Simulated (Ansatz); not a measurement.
# Li2S: the cell at several levels of theory

How does the equilibrium cell of Li2S built on the antifluorite prototype depend on the functional? It is relaxed with PBE, r2SCAN, PBEsol, LDA and HSE06.

Code: Ansatz 0.2.0. PAW datasets, plane waves, zero pressure. No spin polarisation and no zero-point or thermal motion.

### Step 1. The system as given

This is the cell as the run starts from it, not yet at rest; its lengths are not the crystal's.

The symmetry is Fm-3m (No. 225, cubic); a = 5.250 Å in the conventional setting, 12.06 Å³ an atom. S has 8 Li at 2.27 Å; Li has 4 S at 2.27 Å.

Structure file:

```cif
data_structure
_symmetry_space_group_name_H-M 'Fm-3m'
_symmetry_Int_Tables_number 225
_cell_length_a 5.2503
_cell_length_b 5.2503
_cell_length_c 5.2503
_cell_angle_alpha 90.000
_cell_angle_beta 90.000
_cell_angle_gamma 90.000
_cell_volume 144.73
loop_
_atom_site_label
_atom_site_type_symbol
_atom_site_symmetry_multiplicity
_atom_site_Wyckoff_symbol
_atom_site_fract_x
_atom_site_fract_y
_atom_site_fract_z
_atom_site_occupancy
S1 S 4 a 0.00000 0.00000 0.00000 1
Li1 Li 8 c 0.25000 0.75000 0.75000 1
```

### Step 2. PBE: cell and atoms

input.yaml reads:

```yaml
crystal:
  lattice:
    - [0.0, 2.625142392, 2.625142392]
    - [2.625142392, 0.0, 2.625142392]
    - [2.625142392, 2.625142392, 0.0]
  atoms:
    - { symbol: S, position: [0.0, 0.0, 0.0] }
    - { symbol: Li, position: [0.25, 0.25, 0.25] }
    - { symbol: Li, position: [0.75, 0.75, 0.75] }
kpoints:
  mp_grid: { grid: [8, 8, 8] }
hamiltonian:
  xc: pbe
scf:
  occupations: { method: fermi_dirac, width: 0.02 }
relax:
  f_tol: 0.005
  cell: {}
output:
  write_density: true
  write_potential: true
  elf: true
  volumetric_format: npy
```

Run with:

```
ansatz run input.yaml --threads 4 --pin off --max-ram 7372MiB --backend cpu --events-out ev --progress --plain --runs-dir out
```

Further steps of the session: Relaxation with r2SCAN; PBEsol: cell and atoms; Relaxing with LDA; Relaxing with HSE06.

Q: Predict the outcome of this session. Wanted: for each run, a; volume; space group; SCF geometries.

The runs gave:

| level | a (Å) | volume (Å³/atom) | space group | SCF geometries |
| --- | --- | --- | --- | --- |
| PBE | 5.706 | 15.479 | Fm-3m | 8 |
| r2SCAN | 5.691 | 15.356 | Fm-3m | 4 |
| PBEsol | 5.654 | 15.064 | Fm-3m | 4 |
| LDA | 5.567 | 14.379 | Fm-3m | 5 |
| HSE06 | 5.673 | 15.211 | Fm-3m | 4 |

What this shows: From the start to the first minimum the volume moved by +28.3 %. The volume runs from LDA (least) to PBE (most), a spread of 7.6 %, or 2.5 % in length if all axes shared it alike. The meshes differ: PBE 8×8×8, r2SCAN 8×8×8, PBEsol 8×8×8, LDA 8×8×8, HSE06 6×6×6.
